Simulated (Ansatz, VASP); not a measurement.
## One calculation of Si4N3, two programs

```xyz
7
Lattice="4.0415 0.0000 0.0000 0.0000 4.0415 0.0000 0.0000 0.0000 4.0415" Properties=species:S:1:pos:R:3 pbc="T T T"
Si    0.9929    0.9929    3.0486
Si    3.0486    3.0486    3.0486
Si    0.9929    3.0486    0.9929
Si    3.0486    0.9929    0.9929
N     0.0000    0.0000    2.0208
N     2.0208    0.0000    0.0000
N     0.0000    2.0208    0.0000
```

Alike in both runs: task single point; functional PBE; k mesh 4 × 4 × 4; occupations gaussian, width 0.1 eV; no spin polarisation.

|  | VASP | Ansatz |
| --- | --- | --- |
| version | VASP 6.6.1 | Ansatz 0.2.0 |
| potentials or method | VASP PAW PBE potentials, release 64 (Si, N) | scalar-relativistic, plane waves, PAW |
| plane-wave cutoff (eV) | 520 | 420 |
| valence electrons in the cell | 31 | 31 |

VASP gave:

| Quantity | Value |
| --- | --- |
| gap on the k mesh at the Fermi level (eV) | none |
| rms of the force components (eV/Å) | 2.469 |

**Question.** Estimate Ansatz's values.

**Answer.** gap on the k mesh at the Fermi level (eV): none; rms of the force components (eV/Å): 2.458.

Atom by atom the forces differ by 0.010 eV/Å (rms over components). A gap of «none» marks a metal or a gap that the smearing closes. With one functional, cell and mesh, what is left measures potentials, basis and numerics.

Caveats: the k mesh is coarse (spacing up to 0.39 Å⁻¹), so the values aren't converged; forces of over 1 eV/Å show positions far from the minimum, so gaps and moduli don't describe the material at rest.
